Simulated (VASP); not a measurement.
# AlCu (Pm-3m) in VASP: a series of runs

The runs below take AlCu through single point, with r2SCAN.

All numbers are computed with VASP 6.6.1; they aren't measurements. Logs are shortened: lines on timing, memory, paths and dates and some standing lists are left out, and cuts for length are marked.

## (1) Starting point

It takes space group Pm-3m (No. 221, cubic). Conventional cell: a = 2.998 Å, b = 2.998 Å, c = 2.998 Å, α = 90.00°, β = 90.00°, γ = 90.00°. Cu (site symmetry m-3m) has 8 Al at 2.60 Å as nearest neighbours. Around Al (site symmetry m-3m) lie 8 Cu at 2.60 Å.

The cell comes from a database or a generator and needn't be the stable form of this composition.

## (2) Single point, r2SCAN

INCAR

```
PREC = Accurate
ENCUT = 460
EDIFF = 1E-6
ISMEAR = -5
SIGMA = 0.1
LREAL = False
LASPH = True
NELM = 100
ALGO = Normal
ISIF = 2
LWAVE = False
LCHARG = False
METAGGA = R2SCAN
LMIXTAU = True
ADDGRID = False
```

KPOINTS

```
Automatic mesh
0
Gamma
  16 16 16
```

POSCAR

```
AlCu
1.0
    2.9975090000      0.0000000000      0.0000000000
    0.0000000000      2.9975090000      0.0000000000
    0.0000000000      0.0000000000      2.9975090000
Cu Al
1 1
Direct
    0.5000000000      0.5000000000      0.5000000000
    0.0000000000      0.0000000000      0.0000000000
```

Potentials or basis: VASP PAW PBE potentials, release 64 (Cu, Al).

The run is started by

```sh
> cat potpaw_PBE.64/Cu/POTCAR potpaw_PBE.64/Al/POTCAR > POTCAR
> mpirun -np 1 vasp_std > vasp.out
```

OUTCAR:

```text
PREC = Accurate
   ENCUT = 460
   EDIFF = 1E-6
   ISMEAR = -5
   LREAL = False
   LASPH = True
   NELM = 100
   ISIF = 2
   METAGGA = R2SCAN

 Found    165 irreducible k-points:

 Following reciprocal coordinates:
            Coordinates               Weight
  0.000000  0.000000  0.000000      1.000000
  0.062500  0.000000  0.000000      6.000000
  0.125000  0.000000  0.000000      6.000000
  0.187500  0.000000  0.000000      6.000000
  0.250000  0.000000  0.000000      6.000000
  0.312500  0.000000  0.000000      6.000000
   k-points           NKPTS =    165   k-points in BZ     NKDIM =    165   number of bands    NBANDS=     11
   number of dos      NEDOS =    301   number of ions     NIONS =      2
   total plane-waves  NPLWV =  13824
   dimension x,y,z NGX =    24 NGY =   24 NGZ =   24
   dimension x,y,z NGXF=    48 NGYF=   48 NGZF=   48
   ions per type =               1   1
   NGX,Y,Z   is equivalent  to a cutoff of  13.31, 13.31, 13.31 a.u.
   NGXF,Y,Z  is equivalent  to a cutoff of  26.62, 26.62, 26.62 a.u.
 SYSTEM =  unknown system
   PREC   = accura    normal or accurate (medium, high low for compatibility)
   ISTART =      0    job   : 0-new  1-cont  2-samecut
   ICHARG =      2    charge: 1-file 2-atom 10-const
   ISPIN  =      1    spin polarized calculation?
   LNONCOLLINEAR =      F non collinear calculations
   LSORBIT =      F    spin-orbit coupling
   LASPH  =      T    aspherical Exc in radial PAW
   ENCUT  =  460.0 eV  33.81 Ry    5.81 a.u.   5.24  5.24  5.24*2*pi/ulx,y,z
   NELM   =    100;   NELMIN=  2; NELMDL= -5     # of ELM steps
   EDIFF  = 0.1E-05   stopping-criterion for ELM
   LREAL  =      F    real-space projection
   EDIFFG = 0.1E-04   stopping-criterion for IOM
   NSW    =      0    number of steps for IOM
   IBRION =     -1    ionic relax: 0-MD 1-quasi-New 2-CG
   NFREE  =      0    steps in history (QN), initial steepest desc. (CG)
   ISIF   =      2    stress and relaxation
   ISYM   =      2    0-nonsym 1-usesym 2-fastsym
   POTIM  = 0.5000    time-step for ionic-motion
   TEBEG  =    0.0;   TEEND  =   0.0 temperature during run
   PSTRESS=    0.0 pullay stress
   NELECT =      14.0000    total number of electrons
   NUPDOWN=      -1.0000    fix difference up-down
   EMIN   =  10.00;   EMAX   =-10.00  energy-range for DOS
   EFERMI =   0.00;   METHOD = LEGACY
   ISMEAR =    -5;   SIGMA  =   0.10  broadening in eV -4-tet -1-fermi 0-gaus
   EFERMI_NEDOS =   21; number of points for ismear=-14 and -15
   IALGO  =     38    algorithm
   IMIX   =      4    mixing-type and parameters
     AMIX     =   0.40;   BMIX     =  1.00
     AMIX_MAG =   1.60;   BMIX_MAG =  1.00
  volume/ion in A,a.u.               =      13.47        90.88
  Fermi-wavevector in a.u.,A,eV,Ry     =   1.316306  2.487459 23.574307  1.732663
  Thomas-Fermi vector in A             =   2.446428
   LORBIT       =      0    0 simple, 1 ext, 2 COOP (PROOUT), +10 PAW based schemes
   METAGGA = R2SCAN    functional components
   LHFCALC =     F    Hartree Fock is set to
   AEXX    =    0.0000 exact exchange contribution
   IVDW    =     0    specifies the selected vdW correction
   LEPSILON=     F    determine dielectric tensor
   LRPA    =     F    only Hartree local field effects (RPA)
 non-spin polarized calculation
 Fermi weights with tetrahedron method with Bloechl corrections
  energy-cutoff  :      460.00
  volume of cell :       26.93
 maximum number of plane-waves:       624
 NGX is ok and might be reduce to    24
   NGX = 11   NGY = 11   NGZ = 11

 number of electron      14.0000020 magnetization

 Free energy of the ion-electron system (eV)
  ---------------------------------------------------
  ext. energy  EPLUGINS =         0.00000000
  ---------------------------------------------------
  free energy    TOTEN  =       -17.88370345 eV

  energy without entropy =      -17.88370345  energy(sigma->0) =      -17.88370345

 E-fermi :   9.0762     XC(G=0): -12.4256

 val. band max:        9.4373786532   @ k =   0.4375   0.4375   0.4375
 cond. band min:       8.8835290197   @ k =   0.5000   0.5000   0.3125
 fundamental gap:     -0.5538496335
 Fermi energy:         9.0762075594

 k-point     1 :       0.0000    0.0000    0.0000
  band No.  band energies     occupation
      1      -3.0989      2.00000
      2       3.8934      2.00000
      3       3.8934      2.00000
      4       4.9832      2.00000
      5       4.9832      2.00000
      6       4.9832      2.00000
      7      13.1217      0.00000
      8      13.1217      0.00000
      9      13.1217      0.00000
     10      15.4794      0.00000
     11      15.4794      0.00000

 k-point     2 :       0.0625    0.0000    0.0000
  band No.  band energies     occupation
      1      -3.0292      2.00000
      2       3.8960      2.00000
      3       3.9039      2.00000
      4       4.9641      2.00000
      5       4.9641      2.00000
      6       4.9852      2.00000
      7      12.2168      0.00000
      8      13.2057      0.00000
      9      13.2057      0.00000
     10      15.5058      0.00000
     11      16.2763      0.00000

 k-point     3 :       0.1250    0.0000    0.0000
  band No.  band energies     occupation
      1      -2.8206      2.00000
      2       3.8962      2.00000
      3       3.9339      2.00000
      4       4.9109      2.00000
      5       4.9109      2.00000
      6       4.9911      2.00000
      7      10.7025      0.00000
      8      13.4540      0.00000
      9      13.4540      0.00000
     10      15.5845      0.00000
     11      17.3905      0.00000

 k-point     4 :       0.1875    0.0000    0.0000
  band No.  band energies     occupation
      1      -2.4749      2.00000
      2       3.8688      2.00000
      3       3.9792      2.00000
      4       4.8338      2.00000
      5       4.8338      2.00000
      6       4.9999      2.00000
      7       9.1910      0.65278
      8      13.8570      0.00000
      9      13.8570      0.00000
     10      15.7128      0.00000
     11      18.2167      0.00000

 k-point     5 :       0.2500    0.0000    0.0000
  band No.  band energies     occupation
      1      -1.9957      2.00000
      2       3.7578      2.00000
      3       4.0334      2.00000
      4       4.7464      2.00000
      5       4.7464      2.00000
      6       5.0102      2.00000
      7       7.8342      2.14828
      8      14.4018      0.00000
      9      14.4018      0.00000
     10      15.8844      0.00000
     11      18.8647      0.00000

 k-point     6 :       0.3125    0.0000    0.0000
  band No.  band energies     occupation
      1      -1.3881      2.00000
      2       3.4583      2.00000
      3       4.0879      2.00000
      4       4.6623      2.00000
      5       4.6623      2.00000
      6       5.0205      2.00000
      7       6.7613      2.00000
      8      15.0754      0.00000
      9      15.0754      0.00000
     10      16.0845      0.00000
     11      19.4905      0.00000

 [... further k-points ...]

------------------------ aborting loop because EDIFF is reached ----------------------------------------

  FORCE on cell =-STRESS in cart. coord.  units (eV):
  Direction    XX          YY          ZZ          XY          YZ          ZX
  --------------------------------------------------------------------------------------
  -------------------------------------------------------------------------------------
  Total       -0.9016896     -0.9016896     -0.9016896      0.0000000      0.0000000     -0.0000000
  in kB      -53.6396766    -53.6396766    -53.6396766      0.0000000      0.0000000     -0.0000000
  external PRESSURE =     -53.6396766 kB  Pullay stress =       0.0000000 kB

 VOLUME and BASIS-vectors are now :
 -----------------------------------------------------------------------------
  energy-cutoff  :      460.00
  volume of cell :       26.93
      direct lattice vectors                 reciprocal lattice vectors
     2.997509000  0.000000000  0.000000000     0.333610341  0.000000000  0.000000000
     0.000000000  2.997509000  0.000000000     0.000000000  0.333610341  0.000000000
     0.000000000  0.000000000  2.997509000     0.000000000  0.000000000  0.333610341

 POSITION                                       TOTAL-FORCE (eV/Angst)
 -----------------------------------------------------------------------------------
      1.49875      1.49875      1.49875         0.000000      0.000000      0.000000
      0.00000      0.00000      0.00000         0.000000      0.000000      0.000000
 -----------------------------------------------------------------------------------
    total drift:                                0.000000      0.000000     -0.000000

  FREE ENERGIE OF THE ION-ELECTRON SYSTEM (eV)
  ---------------------------------------------------
  free  energy   TOTEN  =       -17.8837034493 eV

  energy  without entropy=      -17.8837034493  energy(sigma->0) =      -17.88370345
```

It took 62 s on 1 thread of Intel Xeon 6975P-C (Granite Rapids), shared host; peak memory 0.18 GiB.

These settings aren't checked as converged: the numbers below hold their error.

Results:

* Free energy: -17.8837 eV
* Pressure: -5.4 GPa
* Band gap on the k mesh: none (metal or under the smearing width)

Caveat: the PAW data sets were made with another functional, which shifts forces and pressure a little; tetrahedron occupations give inexact forces and stress in metals.

## (3) Single point, r2SCAN

INCAR, as its differences from that of step 2:

```diff
@@ -3,3 +3,3 @@
 EDIFF = 1E-6
-ISMEAR = -5
+ISMEAR = 0
 SIGMA = 0.1
```

KPOINTS is that of step 2.

POSCAR is that of step 2.

Potentials or basis: VASP PAW PBE potentials, release 64 (Cu, Al).

The run is started by

```sh
> cat potpaw_PBE.64/Cu/POTCAR potpaw_PBE.64/Al/POTCAR > POTCAR
> mpirun -np 1 vasp_std > vasp.out
```

It took 50 s on 1 thread of Intel Xeon 6975P-C (Granite Rapids), shared host; peak memory 0.17 GiB.

These settings aren't checked as converged: the numbers below hold their error.

What came out:

```
Free energy            : -17.8871 eV
Pressure               : -5.0 GPa
Band gap on the k mesh : none (metal or under the smearing width)
```

Caveat: the PAW data sets were made with another functional, which shifts forces and pressure a little.

## (4) Single point, r2SCAN

INCAR, as its differences from that of step 3:

```diff
@@ -3,3 +3,3 @@
 EDIFF = 1E-6
-ISMEAR = 0
+ISMEAR = 1
 SIGMA = 0.1
```

KPOINTS is that of step 3.

POSCAR is that of step 3.

The run is started by

```sh
> cat potpaw_PBE.64/Cu/POTCAR potpaw_PBE.64/Al/POTCAR > POTCAR
> mpirun -np 1 vasp_std > vasp.out
```

Run time: 52 s. Hardware: 1 thread of Intel Xeon 6975P-C (Granite Rapids), shared host; peak memory 0.17 GiB.

The run converged, but some of its settings lie outside the range that counts as converged, so its numbers aren't taken as properties of the crystal.

Results:

* Free energy: -17.8856 eV
* Pressure: -5.0 GPa
* Band gap on the k mesh: none (metal or under the smearing width)

Caveat: the PAW data sets were made with another functional, which shifts forces and pressure a little.

## (5) Single point, r2SCAN

INCAR, as its differences from that of step 4:

```diff
@@ -1,5 +1,5 @@
 PREC = Accurate
-ENCUT = 460
+ENCUT = 900
 EDIFF = 1E-6
-ISMEAR = 1
+ISMEAR = -1
 SIGMA = 0.1
```

KPOINTS

```
Automatic mesh
0
Gamma
  12 12 12
```

POSCAR is that of step 4.

The run is started by

```sh
> cat potpaw_PBE.64/Cu/POTCAR potpaw_PBE.64/Al/POTCAR > POTCAR
> mpirun -np 1 vasp_std > vasp.out
```

Wall time 98 s (1 thread of Intel Xeon 6975P-C (Granite Rapids), shared host); peak memory 0.2 GiB.

The run converged, but some of its settings lie outside the range that counts as converged, so its numbers aren't taken as properties of the crystal.

What came out:

```yaml
Free_energy: -17.9016 eV
Pressure: -4.7 GPa
Band_gap_on_the_k_mesh: none (metal or under the smearing width)
```

Caveat: the PAW data sets were made with another functional, which shifts forces and pressure a little.

## (6) Single point, r2SCAN

INCAR, as its differences from that of step 5:

```diff
@@ -1,3 +1,3 @@
 PREC = Accurate
-ENCUT = 900
+ENCUT = 520
 EDIFF = 1E-6
```

KPOINTS

```
Automatic mesh
0
Gamma
  16 16 16
```

POSCAR is that of step 5.

Potentials or basis: VASP PAW PBE potentials, release 64 (Cu, Al).

The run is started by

```sh
> cat potpaw_PBE.64/Cu/POTCAR potpaw_PBE.64/Al/POTCAR > POTCAR
> mpirun -np 1 vasp_std > vasp.out
```

OUTCAR:

```text
PREC = Accurate
   ENCUT = 520
   EDIFF = 1E-6
   ISMEAR = -1
   LREAL = False
   LASPH = True
   NELM = 100
   ISIF = 2
   METAGGA = R2SCAN

 Found    165 irreducible k-points:

 Following reciprocal coordinates:
            Coordinates               Weight
  0.000000  0.000000  0.000000      1.000000
  0.062500  0.000000  0.000000      6.000000
  0.125000  0.000000  0.000000      6.000000
  0.187500  0.000000  0.000000      6.000000
  0.250000  0.000000  0.000000      6.000000
  0.312500  0.000000  0.000000      6.000000
   k-points           NKPTS =    165   k-points in BZ     NKDIM =    165   number of bands    NBANDS=     11
   number of dos      NEDOS =    301   number of ions     NIONS =      2
   total plane-waves  NPLWV =  13824
   dimension x,y,z NGX =    24 NGY =   24 NGZ =   24
   dimension x,y,z NGXF=    48 NGYF=   48 NGZF=   48
   ions per type =               1   1
   NGX,Y,Z   is equivalent  to a cutoff of  13.31, 13.31, 13.31 a.u.
   NGXF,Y,Z  is equivalent  to a cutoff of  26.62, 26.62, 26.62 a.u.
 SYSTEM =  unknown system
   PREC   = accura    normal or accurate (medium, high low for compatibility)
   ISTART =      0    job   : 0-new  1-cont  2-samecut
   ICHARG =      2    charge: 1-file 2-atom 10-const
   ISPIN  =      1    spin polarized calculation?
   LNONCOLLINEAR =      F non collinear calculations
   LSORBIT =      F    spin-orbit coupling
[... 67 lines left out ...]
      7      13.1221      0.00000
      8      13.1221      0.00000
      9      13.1221      0.00000
     10      15.4822      0.00000
     11      15.4822      0.00000
[... 57 lines left out ...]
 k-point     6 :       0.3125    0.0000    0.0000
  band No.  band energies     occupation
      1      -1.3883      2.00000
      2       3.4634      2.00000
      3       4.0971      2.00000
      4       4.6715      2.00000
      5       4.6715      2.00000
      6       5.0303      2.00000
      7       6.7671      2.00000
      8      15.0763      0.00000
      9      15.0763      0.00000
     10      16.0856      0.00000
     11      19.4916      0.00000

 [... further k-points ...]

------------------------ aborting loop because EDIFF is reached ----------------------------------------

  FORCE on cell =-STRESS in cart. coord.  units (eV):
  Direction    XX          YY          ZZ          XY          YZ          ZX
  --------------------------------------------------------------------------------------
  -------------------------------------------------------------------------------------
  Total       -0.7976941     -0.7976941     -0.7976941      0.0000000      0.0000000      0.0000000
  in kB      -47.4531987    -47.4531987    -47.4531987      0.0000000      0.0000000      0.0000000
  external PRESSURE =     -47.4531987 kB  Pullay stress =       0.0000000 kB

 VOLUME and BASIS-vectors are now :
 -----------------------------------------------------------------------------
  energy-cutoff  :      520.00
  volume of cell :       26.93
      direct lattice vectors                 reciprocal lattice vectors
     2.997509000  0.000000000  0.000000000     0.333610341  0.000000000  0.000000000
     0.000000000  2.997509000  0.000000000     0.000000000  0.333610341  0.000000000
     0.000000000  0.000000000  2.997509000     0.000000000  0.000000000  0.333610341

 POSITION                                       TOTAL-FORCE (eV/Angst)
 -----------------------------------------------------------------------------------
      1.49875      1.49875      1.49875         0.000000      0.000000      0.000000
      0.00000      0.00000      0.00000         0.000000      0.000000      0.000000
 -----------------------------------------------------------------------------------
    total drift:                                0.000000      0.000000     -0.000000

  FREE ENERGIE OF THE ION-ELECTRON SYSTEM (eV)
  ---------------------------------------------------
  free  energy   TOTEN  =       -17.8952471693 eV

  energy  without entropy=      -17.8762388872  energy(sigma->0) =      -17.88574303
```

OSZICAR:

```text
N       E                     dE             d eps       ncg     rms          rms(c)
DAV:   1     0.460530901596E+02    0.46053E+02   -0.64818E+03  3660   0.166E+03
DAV:   2    -0.192615022135E+02   -0.65315E+02   -0.60863E+02  3672   0.238E+02
DAV:   3    -0.212419915260E+02   -0.19805E+01   -0.19180E+01  4589   0.562E+01
DAV:   4    -0.212805962066E+02   -0.38605E-01   -0.38560E-01  4815   0.611E+00
DAV:   5    -0.212816565459E+02   -0.10603E-02   -0.10603E-02  4858   0.980E-01    0.114E+01
DAV:   6    -0.199947820022E+02    0.12869E+01   -0.44363E+01  4185   0.199E+02    0.942E+00
DAV:   7    -0.179359522589E+02    0.20588E+01   -0.83444E+00  4199   0.905E+01    0.149E+00
DAV:   8    -0.179362793954E+02   -0.32714E-03   -0.89627E-01  4780   0.261E+01    0.168E+00
DAV:   9    -0.178931877179E+02    0.43092E-01   -0.14354E-01  4588   0.106E+01    0.401E-01
DAV:  10    -0.178950403956E+02   -0.18527E-02   -0.12567E-02  5202   0.251E+00    0.152E-01
DAV:  11    -0.178952578683E+02   -0.21747E-03   -0.11979E-03  4278   0.802E-01    0.144E-01
DAV:  12    -0.178949736146E+02    0.28425E-03   -0.41385E-03  4312   0.187E+00    0.245E-02
DAV:  13    -0.178952455331E+02   -0.27192E-03   -0.34322E-04  4299   0.459E-01    0.170E-02
DAV:  14    -0.178952473949E+02   -0.18618E-05   -0.14509E-05  4465   0.110E-01    0.598E-03
DAV:  15    -0.178952471693E+02    0.22561E-06   -0.54256E-07  2151   0.954E-03
   1 F= -.17895247E+02 E0= -.17885743E+02  d E =-.190083E-01
```

Wall time 63 s (1 thread of Intel Xeon 6975P-C (Granite Rapids), shared host); peak memory 0.16 GiB.

These settings aren't checked as converged: the numbers below hold their error.

Results:

- Free energy: -17.8952 eV
- Pressure: -4.7 GPa
- Band gap on the k mesh: none (metal or under the smearing width)

Caveat: the PAW data sets were made with another functional, which shifts forces and pressure a little.
